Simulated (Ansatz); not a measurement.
All cells: G0W0@PBE, full frequency by contour deformation, all-electron datasets in plane waves (scalar-relativistic, Gaussian nuclei) (Ansatz); response cutoff 200 eV, empty bands to 200 eV, primitive cells on a 4×4×4 mesh, no spin-orbit coupling. Band edges are those of the mesh. The mesh is coarse, the sums aren't at the basis limit and many cells are compressed or hypothetical, so the values aren't those of the ambient crystals.

Question: Order these cells by the G0W0 gap between the Kohn-Sham band edges, smallest first.
A. SiO$_{2}$ (Fm-3m), 3 atoms, 7.1 Å³ an atom
B. HfO2 (Fm-3m), 3 atoms, 10.0 Å³ an atom
C. NaI (Fm-3m), 2 atoms, 21.5 Å³ an atom
D. CdS (F-43m), 2 atoms, 24.6 Å³ an atom
E. MgS (Fm-3m), 2 atoms, 17.2 Å³ an atom

Answer: D (1.91 eV), A (3.85 eV), E (4.28 eV), B (5.45 eV), C (5.85 eV).

Model cells at fixed atoms, which needn't be the relaxed known crystals. The mesh overscreens CdS strongly, which shrinks the G0W0 correction.
